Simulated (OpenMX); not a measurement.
Input of an OpenMX 3.8.5 run:

ZnO.dat

```
System.CurrrentDirectory             ./
System.Name                          ZnO
DATA.PATH                            ./DFT_DATA13
level.of.stdout                      1
level.of.fileout                     0
Species.Number                       2
<Definition.of.Atomic.Species
  Zn  Zn6.0H-s3p2d2          Zn_PBE13H
  O   O6.0-s2p2d1            O_PBE13
Definition.of.Atomic.Species>

Atoms.Number                         4
Atoms.SpeciesAndCoordinates.Unit     FRAC
<Atoms.SpeciesAndCoordinates
    1  Zn    0.6666666667    0.3333333333    0.0000000000  10.000 10.000
    2  Zn    0.3333333333    0.6666666667    0.5000000000  10.000 10.000
    3  O     0.3333333333    0.6666666667    0.8790100000   3.000  3.000
    4  O     0.6666666667    0.3333333333    0.3790100000   3.000  3.000
Atoms.SpeciesAndCoordinates>

Atoms.UnitVectors.Unit               Ang
<Atoms.UnitVectors
     3.2493080000    0.0000000000    0.0000000000
    -1.6246540000    2.8139832727    0.0000000000
     0.0000000000    0.0000000000    5.2057090000
Atoms.UnitVectors>

scf.XcType                           GGA-PBE
scf.SpinPolarization                 off
scf.ElectronicTemperature            580.226
scf.energycutoff                     500.0
scf.maxIter                          100
scf.EigenvalueSolver                 band
scf.Kgrid                            7 7 5
scf.Mixing.Type                      rmm-diisk
scf.Init.Mixing.Weight               0.05
scf.Min.Mixing.Weight                0.001
scf.Max.Mixing.Weight                0.3
scf.Mixing.History                   25
scf.Mixing.StartPulay                8
scf.criterion                        1.0e-8
scf.stress.tensor                    on
MD.Type                              nomd
Band.dispersion                      on
Band.Nkpath                          9
<Band.kpath
   11   0.000000  0.000000  0.000000    0.500000  0.000000  0.000000  G M
    7   0.500000  0.000000  0.000000    0.333333  0.333333  0.000000  M K
   13   0.333333  0.333333  0.000000    0.000000  0.000000  0.000000  K G
    6   0.000000  0.000000  0.000000    0.000000  0.000000  0.500000  G A
   11   0.000000  0.000000  0.500000    0.500000  0.000000  0.500000  A L
    7   0.500000  0.000000  0.500000    0.333333  0.333333  0.500000  L H
   13   0.333333  0.333333  0.500000    0.000000  0.000000  0.500000  H A
    6   0.500000  0.000000  0.500000    0.500000  0.000000  0.000000  L M
    6   0.333333  0.333333  0.000000    0.333333  0.333333  0.500000  K H
Band.kpath>
```

Potentials or basis: OpenMX 2013 PBE set, Zn6.0H-s3p2d2, O6.0-s2p2d1, grid cutoff 500 Ry.

Command:

```console
$ openmx ZnO.dat -nt 1 > ZnO.std
```

Question: Predict the Mulliken charges.

Answer: Zn +0.45; O -0.45 e.

Question: Estimate the band gap on the k mesh.

Answer: 1.26 eV, direct.

Question: Estimate the band gap along the path.

Answer: 1.26 eV, direct.

Forces on the atoms (eV/Å):
```
Zn   0.013 -0.015 -0.034
Zn  -0.013  0.015 -0.034
O   -0.013  0.015  0.038
O    0.013 -0.015  0.038
```

Caveat: the basis of atomic orbitals isn't converged, which shifts pressures, moduli and gaps.

**The experiment to reproduce.**

From “Electronic structure of alkaline earth and post-transition metal oxides”, 2009, arxiv:0908.1581, for a bulk crystal of ZnO: band gap 3.37 eV.

Against the measured gap of ZnO, 3.37 eV (quoted in “Electronic structure of alkaline earth and post-transition metal oxides”, 2009, arxiv:0908.1581), the calculated 1.26 eV is off by -2.11 eV. So large a miss can be the level of theory's own, or it may mean another phase, state or a wrong row. The value is that of PBE in an atomic basis (OpenMX 2013 PBE set, Zn6.0H-s3p2d2, O6.0-s2p2d1, grid cutoff 500 Ry), whose error adds to the functional's,, without temperature or zero-point motion. Semilocal functionals fall short of measured gaps as a rule.
